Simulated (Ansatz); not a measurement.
A 2-atom cell of BeS started from a crystallographic database, relaxed with r2SCAN: space group F-43m (No. 216), cubic; conventional cell a = 4.869 Å, 14.43 Å³ an atom. Be has 4 S at 2.11 Å; S has 4 Be at 2.11 Å. One-shot G0W0@PBE in Ansatz on a 4×4×4 mesh (contour deformation, no spin-orbit coupling), from a PBE gap of 3.122 eV over the mesh points (the G0W0 gap is indirect on the mesh); the number N of bands summed and the screening cutoff rise together. No spin polarisation and no zero-point or thermal motion.

```tsv
N	cutoff (eV)	1000/N	G0W0 gap (eV)
50	80	20.000	4.208
112	140	8.929	4.389
```

**Lay a straight line in 1000/N through these rows.** The slope is -0.0163 eV per unit of 1000/N and the intercept 4.535 eV.

**Predict the gap at N = 203 (210 eV).** 4.535 + (-0.0163) × 4.926 = 4.455 eV; the run gives 4.479 eV, +0.024 eV from the line.

**With that run's result added, what limit do the last two rows suggest?** Their slope is (4.479 − 4.389)/(4.926 − 8.929) = -0.0225, which meets 1/N = 0 at 4.59 eV, against 4.535 eV from the first line. The slope steepens, so 1/N isn't yet asymptotic and the true limit probably lies higher still; the k mesh isn't extrapolated.
